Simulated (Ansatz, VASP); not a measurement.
## Two plane-wave programs on MgI2

File INCAR:

```
  PREC = Accurate
  ENCUT = 520
  EDIFF = 1E-6
  ISMEAR = 0
  SIGMA = 0.05
  LREAL = F
  LASPH = T
  NELM = 60
  ALGO = Normal
  ISIF = 2
  LWAVE = F
  LCHARG = F
  GGA = PE
  NBANDS = 15
```

Contents of KPOINTS:

```
Automatic mesh
0
Gamma
  6 6 4
```

The input POSCAR:

```
MgI2
1.0
    4.2072027146      0.0000000000      0.0000000000
   -2.1036013573      3.6435444297      0.0000000000
    0.0000000000      0.0000000000      7.8117229395
Mg I
1 2
Direct
    0.0000000000      0.0000000000      0.0000000000
    0.3333333333      0.6666666667      0.7743456377
    0.6666666667      0.3333333333      0.2256543623
```

Input for Ansatz:

```yaml
crystal:
  lattice:
    - [4.2072027146, 0.0, 0.0]
    - [-2.1036013573, 3.6435444297, 0.0]
    - [0.0, 0.0, 7.8117229395]
  atoms:
    - { symbol: Mg, position: [0.0, 0.0, 0.0] }
    - { symbol: I, position: [0.3333333333, 0.6666666667, 0.7743456377] }
    - { symbol: I, position: [0.6666666667, 0.3333333333, 0.2256543623] }
basis:
  ecutwfc: 520.0
kpoints:
  mp_grid: { grid: [6, 6, 4] }
hamiltonian:
  xc: pbe
scf:
  occupations: { method: gaussian, width: 0.05 }
output:
  forces: true
  stress: true
  eigenvalues: true
```

Alike in both runs: task single point; functional PBE; k mesh 6 × 6 × 4; occupations gaussian, width 0.05 eV; no spin polarisation.

|  | VASP | Ansatz |
| --- | --- | --- |
| version | VASP 6.6.1 | Ansatz 0.2.0 |
| potentials or method | VASP PAW PBE potentials, release 64 (Mg, I) | scalar-relativistic, plane waves, PAW |
| plane-wave cutoff (eV) | 520 | 520 |
| valence electrons in the cell | 16 | 44 |

```tsv
	VASP	Ansatz	Ansatz less VASP
gap on the k mesh at the Fermi level (eV)	3.40	3.42	+0.017
least direct gap on the mesh (eV)	3.44	3.46	+0.015
pressure (GPa)	-1.1	-1.1	+0.05
largest component of the traceless stress (GPa)	0.74	0.75	+0.005
rms of the force components (eV/Å)	0.193	0.188	-0.0047
```

Atom by atom the forces differ by 0.005 eV/Å (rms over components). The two sets of potentials don't hold the same shells in valence.

Caveats: spin-orbit coupling is left out, which moves the levels of the heavy elements; this functional lacks dispersion, which binds the layers, so the pressure and a relaxed spacing across them are unreliable. A k mesh can miss the band edges.
